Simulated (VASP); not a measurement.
# C (R-3m) in VASP: notebook

One crystal, C, is run at these levels: LDA; tasks: single point.

Program: VASP 6.6.1. These are calculated values, not measurements. Logs are shortened: lines on timing, memory, paths and dates and some standing lists are left out, and cuts for length are marked.

### 1 The structure

The structure is trigonal, space group R-3m (No. 166). Conventional cell: a = 2.466 Å, b = 2.466 Å, c = 24.848 Å, α = 90.00°, β = 90.00°, γ = 120.00°. Around C (site symmetry 3m) lie 3 C at 1.42 Å. C (site symmetry 3m) is surrounded by 3 C at 1.42 Å.

This isn't the form of C at room conditions, which is graphite.

### 2 Single point, LDA

File INCAR:

```
SYSTEM = C
PREC = Low
ENCUT = 520
EDIFF = 1E-6
ISMEAR = 0
SIGMA = 0.05
LREAL = .FALSE.
LASPH = .TRUE.
NELM = 100
ALGO = Normal
ISIF = 2
LWAVE = .FALSE.
LCHARG = .FALSE.
GGA = CA
ADDGRID = .FALSE.
```

File KPOINTS:

```
Automatic mesh
0
G
  6 6 6
  0 0 0
```

File POSCAR:

```
C
1.0
    1.2331880975      0.7119814801      8.2826151019
   -1.2331880975      0.7119814801      8.2826151019
    0.0000000000     -1.4239629601      8.2826151019
C
4
Direct
    0.0871730800      0.0871730800      0.0871730800
    0.7538500600      0.7538500600      0.7538500600
    0.2461499400      0.2461499400      0.2461499400
    0.9128269200      0.9128269200      0.9128269200
```

Potentials or basis: VASP PAW LDA potentials, release 64 (C).

The run is started by

```sh
$ cat potpaw_LDA.64/C/POTCAR > POTCAR
$ mpirun -np 1 vasp_std > vasp.out
```

OUTCAR:

```text
SYSTEM = C
   PREC = Low
   ENCUT = 520
   EDIFF = 1E-6
   ISMEAR = 0
   LREAL = .FALSE.
   LASPH = .TRUE.
   NELM = 100
   ISIF = 2
   GGA = CA

 Found     32 irreducible k-points:

 Following reciprocal coordinates:
            Coordinates               Weight
  0.000000  0.000000  0.000000      1.000000
  0.166667 -0.000000 -0.000000      6.000000
  0.333333  0.000000 -0.000000      6.000000
  0.500000  0.000000 -0.000000      3.000000
  0.166667  0.166667 -0.000000      6.000000
  0.333333  0.166667 -0.000000     12.000000
   k-points           NKPTS =     32   k-points in BZ     NKDIM =     32   number of bands    NBANDS=     12
   number of dos      NEDOS =    301   number of ions     NIONS =      4
   total plane-waves  NPLWV = 110592
   dimension x,y,z NGX =    48 NGY =   48 NGZ =   48
   dimension x,y,z NGXF=    54 NGYF=   54 NGZF=   54
   ions per type =               4
   NGX,Y,Z   is equivalent  to a cutoff of   9.50,  9.50,  9.50 a.u.
   NGXF,Y,Z  is equivalent  to a cutoff of  10.68, 10.68, 10.68 a.u.
 SYSTEM =  C
   PREC   = low       normal or accurate (medium, high low for compatibility)
   ISTART =      0    job   : 0-new  1-cont  2-samecut
   ICHARG =      2    charge: 1-file 2-atom 10-const
   ISPIN  =      1    spin polarized calculation?
   LNONCOLLINEAR =      F non collinear calculations
   LSORBIT =      F    spin-orbit coupling
   LASPH  =      T    aspherical Exc in radial PAW
   ENCUT  =  520.0 eV  38.22 Ry    6.18 a.u.  15.63 15.63 15.63*2*pi/ulx,y,z
   NELM   =    100;   NELMIN=  2; NELMDL= -5     # of ELM steps
   EDIFF  = 0.1E-05   stopping-criterion for ELM
   LREAL  =      F    real-space projection
   EDIFFG = 0.1E-04   stopping-criterion for IOM
   NSW    =      0    number of steps for IOM
   IBRION =     -1    ionic relax: 0-MD 1-quasi-New 2-CG
   NFREE  =      0    steps in history (QN), initial steepest desc. (CG)
   ISIF   =      2    stress and relaxation
   ISYM   =      2    0-nonsym 1-usesym 2-fastsym
   POTIM  = 0.5000    time-step for ionic-motion
   TEBEG  =    0.0;   TEEND  =   0.0 temperature during run
   PSTRESS=    0.0 pullay stress
   NELECT =      16.0000    total number of electrons
   NUPDOWN=      -1.0000    fix difference up-down
   EMIN   =  10.00;   EMAX   =-10.00  energy-range for DOS
   EFERMI =   0.00;   METHOD = LEGACY
   ISMEAR =     0;   SIGMA  =   0.05  broadening in eV -4-tet -1-fermi 0-gaus
   EFERMI_NEDOS =   21; number of points for ismear=-14 and -15
   IALGO  =     38    algorithm
   IMIX   =      4    mixing-type and parameters
     AMIX     =   0.40;   BMIX     =  1.00
     AMIX_MAG =   1.60;   BMIX_MAG =  1.00
  volume/ion in A,a.u.               =      10.91        73.61
  Fermi-wavevector in a.u.,A,eV,Ry     =   1.171771  2.214325 18.681428  1.373046
  Thomas-Fermi vector in A             =   2.308209
   LORBIT       =      0    0 simple, 1 ext, 2 COOP (PROOUT), +10 PAW based schemes
   GGA     = CA    functional components
   LHFCALC =     F    Hartree Fock is set to
   AEXX    =    0.0000 exact exchange contribution
   IVDW    =     0    specifies the selected vdW correction
   LEPSILON=     F    determine dielectric tensor
   LRPA    =     F    only Hartree local field effects (RPA)
 non-spin polarized calculation
 Gauss-broadening in eV      SIGMA  =   0.05
  energy-cutoff  :      520.00
  volume of cell :       43.63
 maximum number of plane-waves:      1195
   NGX = 31   NGY = 31   NGZ = 31

 number of electron      15.9999988 magnetization

 Free energy of the ion-electron system (eV)
  ---------------------------------------------------
  ext. energy  EPLUGINS =         0.00000000
  ---------------------------------------------------
  free energy    TOTEN  =       -40.28597144 eV

  energy without entropy =      -40.28588983  energy(sigma->0) =      -40.28593064

 E-fermi :   2.8420     XC(G=0):  -9.3679

 val. band max:        2.7464454566   @ k =  -0.3333   0.3333   0.0000
 cond. band min:       2.9374958328   @ k =  -0.1667   0.5000   0.1667
 fundamental gap:      0.1910503762
 Fermi energy:         2.8419766656

 k-point     1 :       0.0000    0.0000    0.0000
  band No.  band energies     occupation
      1     -16.4774      2.00000
      2     -16.4198      2.00000
      3      -5.1131      2.00000
      4      -4.4608      2.00000
      5      -0.1956      2.00000
      6      -0.1956      2.00000
      7      -0.1931      2.00000
      8      -0.1931      2.00000
      9       5.6235      0.00000
     10       9.2336      0.00000
     11      11.0936      0.00000
     12      11.1000      0.00000

 k-point     2 :       0.1667   -0.0000   -0.0000
  band No.  band energies     occupation
      1     -15.8255      2.00000
      2     -15.7714      2.00000
      3      -4.3193      2.00000
      4      -3.6974      2.00000
      5      -2.4349      2.00000
      6      -2.4277      2.00000
      7      -1.3231      2.00000
      8      -1.3200      2.00000
      9       6.4942      0.00000
     10       9.9395      0.00000
     11      11.1232      0.00000
     12      11.1383      0.00000
[... 31 lines left out ...]
 k-point     5 :       0.1667    0.1667   -0.0000
  band No.  band energies     occupation
      1     -15.8245      2.00000
      2     -15.7724      2.00000
      3      -4.3075      2.00000
      4      -3.7119      2.00000
      5      -2.4339      2.00000
      6      -2.4286      2.00000
      7      -1.3236      2.00000
      8      -1.3194      2.00000
      9       6.5489      0.00000
     10       9.7982      0.00000
     11      11.1267      0.00000
     12      11.1401      0.00000

 k-point     6 :       0.3333    0.1667   -0.0000
  band No.  band energies     occupation
      1     -14.5361      2.00000
      2     -14.4922      2.00000
      3      -4.8145      2.00000
      4      -4.8040      2.00000
      5      -3.5655      2.00000
      6      -3.5577      2.00000
      7      -2.7543      2.00000
      8      -2.2431      2.00000
      9       8.3341      0.00000
     10       9.1104      0.00000
     11       9.2537      0.00000
     12      11.0484      0.00000

 [... further k-points ...]

------------------------ aborting loop because EDIFF is reached ----------------------------------------

  FORCE on cell =-STRESS in cart. coord.  units (eV):
  Direction    XX          YY          ZZ          XY          YZ          ZX
  --------------------------------------------------------------------------------------
  -------------------------------------------------------------------------------------
  Total       -1.9712572     -1.9712572     -0.4374924      0.0000000     -0.0000000      0.0000000
  in kB      -72.3830923    -72.3830923    -16.0643953      0.0000000     -0.0000000      0.0000000
  external PRESSURE =     -53.6101933 kB  Pullay stress =       0.0000000 kB

 VOLUME and BASIS-vectors are now :
 -----------------------------------------------------------------------------
  energy-cutoff  :      520.00
  volume of cell :       43.63
      direct lattice vectors                 reciprocal lattice vectors
     1.233188098  0.711981480  8.282615102     0.405453151  0.234088486  0.040244938
    -1.233188098  0.711981480  8.282615102    -0.405453151  0.234088486  0.040244938
     0.000000000 -1.423962960  8.282615102     0.000000000 -0.468176972  0.040244938

 POSITION                                       TOTAL-FORCE (eV/Angst)
 -----------------------------------------------------------------------------------
      0.00000      0.00000      2.16606         0.000000      0.000000      0.025397
      0.00000      0.00000     18.73155         0.000000      0.000000      0.020313
      0.00000      0.00000      6.11630         0.000000     -0.000000     -0.020313
      0.00000      0.00000     22.68178         0.000000     -0.000000     -0.025397
 -----------------------------------------------------------------------------------
    total drift:                               -0.000000      0.000000      0.000000

  FREE ENERGIE OF THE ION-ELECTRON SYSTEM (eV)
  ---------------------------------------------------
  free  energy   TOTEN  =       -40.2859714408 eV

  energy  without entropy=      -40.2858898349  energy(sigma->0) =      -40.28593064
```

OSZICAR:

```text
N       E                     dE             d eps       ncg     rms          rms(c)
DAV:   1     0.621727974036E+02    0.62173E+02   -0.79865E+03   768   0.119E+03
DAV:   2    -0.375256623938E+02   -0.99698E+02   -0.91102E+02  1196   0.231E+02
DAV:   3    -0.430050781928E+02   -0.54794E+01   -0.54207E+01   960   0.561E+01
DAV:   4    -0.430914694982E+02   -0.86391E-01   -0.86221E-01   980   0.833E+00
DAV:   5    -0.430937855158E+02   -0.23160E-02   -0.23150E-02   980   0.133E+00    0.914E+00
DAV:   6    -0.409808204292E+02    0.21130E+01   -0.21114E+00   872   0.998E+00    0.522E+00
DAV:   7    -0.402841562042E+02    0.69666E+00   -0.23889E+00   912   0.106E+01    0.135E+00
DAV:   8    -0.402864448224E+02   -0.22886E-02   -0.74113E-02   852   0.198E+00    0.162E-01
DAV:   9    -0.402858847661E+02    0.56006E-03   -0.21416E-03   948   0.368E-01    0.933E-02
DAV:  10    -0.402859621394E+02   -0.77373E-04   -0.44417E-04   912   0.140E-01    0.384E-02
DAV:  11    -0.402859707647E+02   -0.86252E-05   -0.35203E-05   980   0.418E-02    0.125E-02
DAV:  12    -0.402859714408E+02   -0.67615E-06   -0.17967E-06   828   0.111E-02
   1 F= -.40285971E+02 E0= -.40285931E+02  d E =-.816059E-04
```

It took 20 s on 1 thread of Intel Xeon 6975P-C (Granite Rapids), shared host; peak memory 0.16 GiB.

These settings aren't checked as converged: the numbers below hold their error.

What came out:

- Free energy: -40.2860 eV
- Pressure: -5.4 GPa
- Largest force: 0.025 eV/Å
- Band gap on the k mesh: 0.19 eV, direct

Caveat: the k mesh is coarse (spacing up to 0.49 Å⁻¹), so the values aren't converged.

### 3 Single point, LDA

Edit INCAR of step 2 so:

```diff
@@ -1,3 +1,3 @@
 SYSTEM = C
-PREC = Low
+PREC = Normal
 ENCUT = 520
```

KPOINTS is that of step 2.

POSCAR is that of step 2.

Potentials or basis: VASP PAW LDA potentials, release 64 (C).

The run is started by

```sh
$ cat potpaw_LDA.64/C/POTCAR > POTCAR
$ mpirun -np 1 vasp_std > vasp.out
```

Run time: 20 s. Hardware: 1 thread of Intel Xeon 6975P-C (Granite Rapids), shared host; peak memory 0.22 GiB.

These settings aren't checked as converged: the numbers below hold their error.

What came out:

- Free energy: -40.2857 eV
- Pressure: -5.4 GPa
- Largest force: 0.026 eV/Å
- Band gap on the k mesh: 0.19 eV, direct

Caveat: the k mesh is coarse (spacing up to 0.49 Å⁻¹), so the values aren't converged.

### 4 Single point, LDA

Edit INCAR of step 3 so:

```diff
@@ -1,3 +1,3 @@
 SYSTEM = C
-PREC = Normal
+PREC = Accurate
 ENCUT = 520
@@ -6,3 +6,3 @@
 SIGMA = 0.05
-LREAL = .FALSE.
+LREAL = Auto
 LASPH = .TRUE.
```

KPOINTS is that of step 3.

POSCAR is that of step 3.

The run is started by

```sh
$ cat potpaw_LDA.64/C/POTCAR > POTCAR
$ mpirun -np 1 vasp_std > vasp.out
```

It took 2 min on 1 thread of Intel Xeon 6975P-C (Granite Rapids), shared host; peak memory 0.37 GiB.

The run converged, but some of its settings lie outside the range that counts as converged, so its numbers aren't taken as properties of the crystal.

What came out:

| Item | Value |
| --- | --- |
| Free energy | -40.2873 eV |
| Pressure | -5.4 GPa |
| Largest force | 0.026 eV/Å |
| Band gap on the k mesh | 0.19 eV, direct |

Caveat: the k mesh is coarse (spacing up to 0.49 Å⁻¹), so the values aren't converged.

### 5 Single point, LDA

Edit INCAR of step 4 so:

```diff
@@ -3,6 +3,6 @@
 ENCUT = 520
-EDIFF = 1E-6
+EDIFF = 1E-4
 ISMEAR = 0
 SIGMA = 0.05
-LREAL = Auto
+LREAL = .FALSE.
 LASPH = .TRUE.
```

KPOINTS is that of step 4.

POSCAR is that of step 4.

The run is started by

```sh
$ cat potpaw_LDA.64/C/POTCAR > POTCAR
$ mpirun -np 1 vasp_std > vasp.out
```

Run time: 49 s. Hardware: 1 thread of Intel Xeon 6975P-C (Granite Rapids), shared host; peak memory 0.35 GiB.

These settings aren't checked as converged: the numbers below hold their error.

What came out:

* Free energy: -40.2857 eV
* Pressure: -5.3 GPa
* Largest force: 0.028 eV/Å
* Band gap on the k mesh: 0.19 eV, direct

Caveat: the k mesh is coarse (spacing up to 0.49 Å⁻¹), so the values aren't converged.

### 6 Single point, LDA

Edit INCAR of step 5 so:

```diff
@@ -2,4 +2,4 @@
 PREC = Accurate
-ENCUT = 520
-EDIFF = 1E-4
+ENCUT = 900
+EDIFF = 1E-6
 ISMEAR = 0
```

File KPOINTS:

```
Automatic mesh
0
G
  5 5 5
  0 0 0
```

POSCAR is that of step 5.

Potentials or basis: VASP PAW LDA potentials, release 64 (C).

The run is started by

```sh
$ cat potpaw_LDA.64/C/POTCAR > POTCAR
$ mpirun -np 1 vasp_std > vasp.out
```

Run time: 2.4 min. Hardware: 1 thread of Intel Xeon 6975P-C (Granite Rapids), shared host; peak memory 0.61 GiB.

These settings aren't checked as converged: the numbers below hold their error.

Results:

- Free energy: -40.3651 eV
- Pressure: -5.5 GPa
- Largest force: 0.004 eV/Å
- Band gap on the k mesh: 2.45 eV, direct

Caveat: the k mesh is coarse (spacing up to 0.59 Å⁻¹), so the values aren't converged; an odd mesh through Γ misses points on the zone boundary, where band edges often lie.
